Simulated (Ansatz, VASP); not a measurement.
**One calculation of Ge, two programs**

```
CELL_PARAMETERS angstrom
1.48805 -2.59469 0.00000
1.48805 2.59469 0.00000
0.00000 0.00000 4.72760
ATOMIC_POSITIONS crystal
Ge 0.33345 0.66655 0.25000
Ge 0.66655 0.33345 0.75000
```

This isn't the form of Ge at room conditions, which is diamond.

Alike in both runs: task single point; functional LDA; k mesh 10 × 10 × 6; occupations gaussian, width 0.1 eV; no spin polarisation.

|  | VASP | Ansatz |
| --- | --- | --- |
| version | VASP 6.6.1 | Ansatz 0.2.0 |
| potentials or method | VASP PAW LDA potentials, release 64 (Ge_d), cutoff 520 eV | all-electron LAPW, scalar-relativistic |

|  | VASP | Ansatz | Ansatz less VASP |
| --- | --- | --- | --- |
| gap on the k mesh at the Fermi level (eV) | none | none | - |
| pressure (GPa) | -1.2 | -1.2 | +0.06 |
| largest component of the traceless stress (GPa) | 1.49 | 1.49 | 0.000 |

A gap of «none» marks a metal or a gap that the smearing closes. Ansatz ran all-electron here, so the differences hold the error of VASP's frozen core and of both bases.
